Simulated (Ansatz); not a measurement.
# Si: the cost of one run

Method: DFT r2SCAN, scalar-relativistic, plane waves, PAW, in Ansatz 0.2.0.

1 further run of the same task is left out (set aside as unsound or not needed).

### 1 The structure to begin with

Symmetry: C2/m, No. 12, monoclinic system. The conventional cell has a = 13.845 Å, b = 3.847 Å, c = 6.338 Å, α = 90.00°, β = 96.79°, γ = 90.00°. Si (site symmetry m) is surrounded by 4 Si at 2.34 to 2.38 Å. Si (site symmetry m) has 4 Si at 2.38 to 2.42 Å in its first shell of neighbours. Si (site symmetry m) is surrounded by 4 Si at 2.32 to 2.34 Å. Around Si (site symmetry m) lie 4 Si at 2.32 to 2.42 Å.

Coordinates:

```
CELL_PARAMETERS angstrom
6.92251 -1.92364 -0.00117
6.92251 1.92364 -0.00117
-0.74882 0.00000 6.29407
ATOMIC_POSITIONS crystal
Si 0.05562 0.05562 0.87422
Si 0.94438 0.94438 0.12578
Si 0.55902 0.55902 0.65348
Si 0.44098 0.44098 0.34652
Si 0.21281 0.21281 0.05738
Si 0.78719 0.78719 0.94262
Si 0.72706 0.72706 0.58554
Si 0.27294 0.27294 0.41446
```

It goes back to an entry of the Materials Project, which need not be the stable form.

It is the result of an earlier relaxation at this level (volume 20.95 Å³/atom; gap on the mesh: 0.42 eV).

### 2 Zero of the scan

input.yaml

```yaml
crystal:
  lattice:
    - [6.9225140683, -1.9236379718, -0.0011725036]
    - [6.9225140683, 1.9236379718, -0.0011725036]
    - [-0.7488232921, 0.0, 6.2940718766]
  atoms:
    - { symbol: Si, position: [0.0556241711, 0.0556241711, 0.8742192277] }
    - { symbol: Si, position: [0.9443758289, 0.9443758289, 0.1257807723] }
    - { symbol: Si, position: [0.5590178865, 0.5590178865, 0.6534804848] }
    - { symbol: Si, position: [0.4409821135, 0.4409821135, 0.3465195152] }
    - { symbol: Si, position: [0.2128093156, 0.2128093156, 0.0573830498] }
    - { symbol: Si, position: [0.7871906844, 0.7871906844, 0.9426169502] }
    - { symbol: Si, position: [0.727060497, 0.727060497, 0.5855365018] }
    - { symbol: Si, position: [0.272939503, 0.272939503, 0.4144634982] }
basis:
  ecutwfc: 500
kpoints:
  mp_grid: { grid: [10, 10, 6] }
hamiltonian:
  xc: r2scan
scf:
  occupations: { method: gaussian, width: 0.05 }
output:
  forces: true
  stress: true
  eigenvalues: true
```

The run is started by

```sh
> ansatz run input.yaml --threads 2 --pin off --max-ram 5120MiB --backend cpu --events-out ev --progress --plain --runs-dir out
```

What time and memory should one allow on 2 threads of Intel Xeon Platinum 8259CL at 2.50GHz (Skylake/Cascade Lake), shared host?

About 71 s, with a peak of 1.4 GiB.
